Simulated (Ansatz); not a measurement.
# Sn (I4_1/amd) in Ansatz: notebook, part 2 of 2

Ansatz 0.2.0. Earlier steps stand in the parts before.

## (7) Single point, PBE, 28.76 Å³/atom (volume scaled by 1.04)

Input file input.yaml:

```yaml
crystal:
  lattice:
    - [-2.9788309508, 2.9788309508, 1.6203478496]
    - [2.9788309508, -2.9788309508, 1.6203478496]
    - [2.9788309508, 2.9788309508, -1.6203478496]
  atoms:
    - { symbol: Sn, position: [0.0, 0.0, 0.0] }
    - { symbol: Sn, position: [0.75, 0.25, 0.5] }
kpoints:
  mp_grid: { grid: [9, 9, 9] }
scf:
  occupations: { method: fermi_dirac, width: 0.05 }
hamiltonian:
  xc: pbe
  pseudopotentials: { kind: all_electron, lapw: { basis_error: 0.0005 } }
output:
  forces: true
  stress: true
  eigenvalues: true
```

Command:

```bash
> ansatz run input.yaml --threads 1 --pin off --max-ram 2560MiB --backend cpu --events-out ev --progress --plain --runs-dir out
```

Run time: 20 s. Hardware: 1 thread of Arm Neoverse V2, shared host; peak memory 0.39 GiB.

It converged, with:

```yaml
Free_energy: -336178.7838 eV
Pressure: -0.5 GPa
Band_gap_on_the_k_mesh: none (metal or under the smearing width)
```

## (8) Single point, PBE, 29.31 Å³/atom (volume scaled by 1.06)

Edit input.yaml of step 7 so:

```diff
@@ -2,5 +2,5 @@
   lattice:
-    - [-2.9788309508, 2.9788309508, 1.6203478496]
-    - [2.9788309508, -2.9788309508, 1.6203478496]
-    - [2.9788309508, 2.9788309508, -1.6203478496]
+    - [-2.9978049079, 2.9978049079, 1.6306688148]
+    - [2.9978049079, -2.9978049079, 1.6306688148]
+    - [2.9978049079, 2.9978049079, -1.6306688148]
   atoms:
```

Command:

```bash
> ansatz run input.yaml --threads 1 --pin off --max-ram 2560MiB --backend cpu --events-out ev --progress --plain --runs-dir out
```

Wall time 20 s (1 thread of Arm Neoverse V2, shared host); peak memory 0.39 GiB.

Results (log left out):

| Property | Result |
| --- | --- |
| Free energy | -336178.7772 eV |
| Pressure | -1.4 GPa |
| Band gap on the k mesh | none (metal or under the smearing width) |

## (9) Projected density of states, PBE, collinear spin, ferrimagnetic start

Input file input.yaml:

```yaml
crystal:
  lattice:
    - [-2.9401404553, 2.9401404553, 1.5993019889]
    - [2.9401404553, -2.9401404553, 1.5993019889]
    - [2.9401404553, 2.9401404553, -1.5993019889]
  atoms:
    - { symbol: Sn, position: [0.0, 0.0, 0.0], spin: 0.5 }
    - { symbol: Sn, position: [0.75, 0.25, 0.5], spin: -0.25 }
kpoints:
  mp_grid: { grid: [11, 11, 11] }
  band_path:
    path:
      - [0.0, 0.0, 0.0]
      - [0.0, 0.0, 0.5]
      - [-0.5, 0.5, 0.5]
      - [0.0, 0.0, 0.0]
      - [0.3239715651, 0.3239715651, -0.3239715651]
      - [0.25, 0.25, 0.25]
      - [0.0, 0.5, 0.0]
      - [-0.3239715651, 0.6760284349, 0.3239715651]
    npoints: 6
scf:
  occupations: { method: tetrahedron }
hamiltonian:
  xc: pbe
  pseudopotentials: { kind: all_electron, lapw: { basis_error: 0.001 } }
magnetization:
  spin_polarized: true
output:
  forces: true
  stress: true
  eigenvalues: true
  fatbands: true
  dos: { projected: true, de: 0.2, e_range: [-14, 10] }
  populations: true
```

Potentials or basis: all-electron LAPW, scalar-relativistic.

Command:

```bash
> ansatz run input.yaml --threads 1 --pin off --max-ram 2560MiB --backend cpu --events-out ev --progress --plain --runs-dir out
```

Wall time 87 s (1 thread of Intel Xeon 6975P-C (Granite Rapids), shared host); peak memory 0.68 GiB.

It converged, with:

```yaml
Free_energy: -336178.7849 eV
Pressure: 1.3 GPa
Band_gap_along_the_path: none (metal or under the smearing width)
Net_moment: 0.00 μB per cell
Absolute_moment: 0.00 μB per cell
```

Stress tensor (GPa, compression positive):
```
1.38 0.00 0.00
0.00 1.38 0.00
0.00 0.00 1.15
```

Levels at the corners of the path, in eV from the Fermi level:
Spin up:
```csv
point,band 19,band 20,band 21,band 22,band 23,band 24,band 25,band 26
Γ,-11.00,-3.70,-1.93,-1.93,3.00,6.12,6.12,6.74
X,-8.80,-8.80,0.59,0.59,1.54,1.54,5.96,5.96
M,-7.51,-7.51,-4.70,-4.70,5.00,5.00,9.19,9.19
Γ,-11.00,-3.70,-1.93,-1.93,3.00,6.12,6.12,6.74
Z,-6.47,-5.55,-2.98,-2.84,-2.84,2.98,5.50,5.50
P,-5.94,-5.94,-3.46,-3.46,3.52,3.52,3.87,3.87
N,-6.87,-5.34,-2.33,-1.67,-1.10,2.27,2.81,4.59
Z1,-6.47,-5.55,-2.98,-2.84,-2.84,2.98,5.50,5.50
```
Spin down:
```csv
point,band 20,band 21,band 22,band 23,band 24,band 25
Γ,-3.70,-1.93,-1.93,3.00,6.12,6.12
X,-8.80,0.59,0.59,1.54,1.54,5.96
M,-7.51,-4.70,-4.70,5.00,5.00,9.19
Γ,-3.70,-1.93,-1.93,3.00,6.12,6.12
Z,-5.55,-2.98,-2.84,-2.84,2.98,5.50
P,-5.94,-3.46,-3.46,3.52,3.52,3.87
N,-5.34,-2.33,-1.67,-1.10,2.27,2.81
Z1,-5.55,-2.98,-2.84,-2.84,2.98,5.50
```

States per cell in windows of 0.5 eV (zero at the Fermi level; states under -8 eV left out):
```
from (eV)    up  down
     -8.0  0.16  0.16
     -7.5  0.31  0.31
     -7.0  0.19  0.19
     -6.5  0.16  0.16
     -6.0  0.11  0.11
     -5.5  0.18  0.18
     -5.0  0.08  0.08
     -4.5  0.12  0.12
     -4.0  0.12  0.12
     -3.5  0.30  0.30
     -3.0  0.18  0.18
     -2.5  0.29  0.29
     -2.0  0.25  0.25
     -1.5  0.40  0.40
     -1.0  0.22  0.22
     -0.5  0.29  0.29
      0.0  0.19  0.19
      0.5  0.31  0.31
      1.0  0.17  0.17
      1.5  0.31  0.31
      2.0  0.24  0.24
      2.5  0.31  0.31
      3.0  0.25  0.25
      3.5  0.46  0.46
      4.0  0.33  0.33
      4.5  0.42  0.42
      5.0  0.26  0.26
      5.5  0.41  0.41
      6.0  0.24  0.24
      6.5  0.31  0.31
      7.0  0.15  0.15
      7.5  0.18  0.18
```

Caveat: the program warned that the printed levels may be off, so bands, gaps and densities of states are rough; spin-orbit coupling is left out, which moves the levels of the heavy elements; with tetrahedron occupations forces and stress needn't match the slope of the energy; the starting moments weren't kept.

## (10) Electric field gradients, r2SCAN50

Input file input.yaml:

```yaml
crystal:
  lattice:
    - [-2.9401404553, 2.9401404553, 1.5993019889]
    - [2.9401404553, -2.9401404553, 1.5993019889]
    - [2.9401404553, 2.9401404553, -1.5993019889]
  atoms:
    - { symbol: Sn, position: [0.0, 0.0, 0.0] }
    - { symbol: Sn, position: [0.75, 0.25, 0.5] }
kpoints:
  mp_grid: { grid: [4, 4, 4] }
scf:
  occupations: { method: fermi_dirac, width: 0.05 }
hamiltonian:
  xc: r2scan50
  pseudopotentials: { kind: all_electron, datasets: crystal }
output:
  forces: true
  stress: true
  efg: {}
```

Potentials or basis: all-electron PAW datasets made for the crystal.

Command:

```bash
> ansatz run input.yaml --threads 1 --pin off --max-ram 2560MiB --backend cpu --events-out ev --progress --plain --runs-dir out
```

The log of the run:

```text
Warning: RAYON_NUM_THREADS=1 ignored (pool sized by the plan → 1); use --threads N
hamiltonian.pseudopotentials.datasets: crystal makes datasets for this crystal and solves the spheres of its atoms anew in each pass: cutoff 240.0 eV, the density's 1680.0 eV;, for an error of 0.50 meV an atom under PBE, 1.0 meV for the cell; an energy difference from a run of another recipe may be off by several times the error for the cell, under r2SCAN by more, where some 0.1 meV an atom stays at smaller errors; Sn in spheres of 1.376 Å, 14 of its electrons in bands
band count auto-derived: 20 (N_el = 28.0; filled up to band 14; 18 by the electrons, moments and atoms)
Sn: output.efg is read without spin–orbit coupling, which moves field gradients at and beside such atoms by some per cent and up to a factor of two; PAW files take it under magnetization.noncollinear and magnetization.spin_orbit
Engine: ansatz 0.2.0, x86_64-unknown-linux-gnu
Pseudopotentials: kind: all_electron
Pseudopotential: Sn, paw, valence charge 14, recommended cutoff 240 eV (normal), crystal/all_electron/r2scan/scalar/gaussian/Sn, Koelling and Harmon's equation, gaussian nucleus
Functional definition: r2SCAN50
  parameter a = 0.5
  parameter k0 = 0.174
  parameter k1 = 0.065
  parameter a1 = 4.9479
  exchange = (1 - a)*r2scan_x(k0 = k0, k1 = k1, a1 = a1) + a*exact_x
  correlation = r2scan_c
Crystal: 2 atoms, lattice volume = 55.300 Å³
Basis set: ecut = 240 eV, 453 PW (Γ), exchange–correlation on 90×90×90 points (27 copies of the dense FFT grid, shifted against one another)
Bands: 20, of which v1, the nominal top of the filled ones, is band 14 counted from 1 (13 counted from 0)
Symmetry: 16 space group operations
Space group: I41/amd (ITA 141), of the structure as read, at distance tolerance 3.8e-5 Å
k-points: 13 of 64
Non-local potential: Sn, projectors of the file, l = 0: 1, l = 1: 1, l = 2: 2
[... 41 lines left out ...]
  E_vxc        = -75.526462  (∫ρ·V_xc dr)
  E_exx        = -167.723439  (= α·E_x^exact, valence–valence)
  E_paw        = -338980.844857  (= ΣΔE_a)
  E_vpaw       = -6444.641189  (= ΣTr[D̂ρ^β])
  E_vtau       = 3.677452  (kinetic-family band-sum trace: ∫τ·v_τ [+ j·A + Jᵃ·Aᵃ] dr)
  E_ewald      = -2667.740604
  E_smearing   = -0.004332  (= −TS)
  E_closure    = 6143.067627  (closes the sum)
  Σ components = -336199.144230   (vs F -336199.144230, Δ=0.00e0)
  The terms above E_closure are by the made datasets' own strengths, without shells solved beside the bands.
--- Forces (eV/Å), atoms counted from 1 ---
  atom   1  Sn     0.00000000     0.00000000     0.00000000
  atom   2  Sn     0.00000000     0.00000000     0.00000000
  max |Σ_I F_I| component: 2.08e-17 eV/Å
--- Stress (GPa, compression-positive) ---
       -5.330261       0.000000       0.000000
        0.000000      -5.330261      -0.000000
        0.000000      -0.000000       1.720700
  P = ⅓ Tr σ = -2.9799 GPa (-29.799 kbar)
--- PAW observables at the nuclei: V_zz in 10²¹ V/m², potentials from the cell's mean, atoms counted from 1 ---
  atom   1  Sn V_zz =    +1.626523   η = 0.0000   by run symmetry: allowed
            electrostatic potential = -8173.104693 V   contact ρ = 1233246.748199 e/Å³
  atom   2  Sn V_zz =    +1.626523   η = 0.0000   by run symmetry: allowed
            electrostatic potential = -8173.104693 V   contact ρ = 1233246.748199 e/Å³
--- Band table (eV; the first three rows and the last of 13) ---
  k-point 0: bands = ["-14.2946", "-14.1966", "-14.1563", "-14.1446", "-13.9754", "-13.9754", "-13.9693", "-13.9693", "-13.8770", "-13.7843", "-1.6693", "8.1677", "9.8282", "9.8282", "17.4003", "21.5608"]
  k-point 1: bands = ["-14.2427", "-14.2043", "-14.1708", "-14.1122", "-14.0083", "-13.9598", "-13.9542", "-13.9497", "-13.9073", "-13.8279", "-0.9778", "4.5502", "10.8089", "12.4677", "18.1117", "19.0625"]
  k-point 2: bands = ["-14.2023", "-14.2023", "-14.1180", "-14.1180", "-14.0140", "-14.0140", "-13.9334", "-13.9334", "-13.8999", "-13.8999", "1.1295", "1.1295", "14.2834", "14.2834", "15.8402", "15.8402"]
  k-point 12: bands = ["-14.2124", "-14.2124", "-14.0217", "-14.0217", "-13.9970", "-13.9970", "-13.9719", "-13.9719", "-13.9649", "-13.9649", "2.8863", "2.8863", "6.1585", "6.1585", "19.9285", "19.9285"]
```

It took 48 s on 1 thread of Intel Xeon 6975P-C (Granite Rapids), shared host; peak memory 0.77 GiB.

Results:

```
Free energy            : -336199.1442 eV
Pressure               : -3.0 GPa
Band gap on the k mesh : none (metal or under the smearing width)
```

Caveat: the k mesh is coarse (spacing up to 0.56 Å⁻¹), so the values aren't converged, least of all with exact exchange; the program warned that the printed levels may be off, so bands, gaps and densities of states are rough.
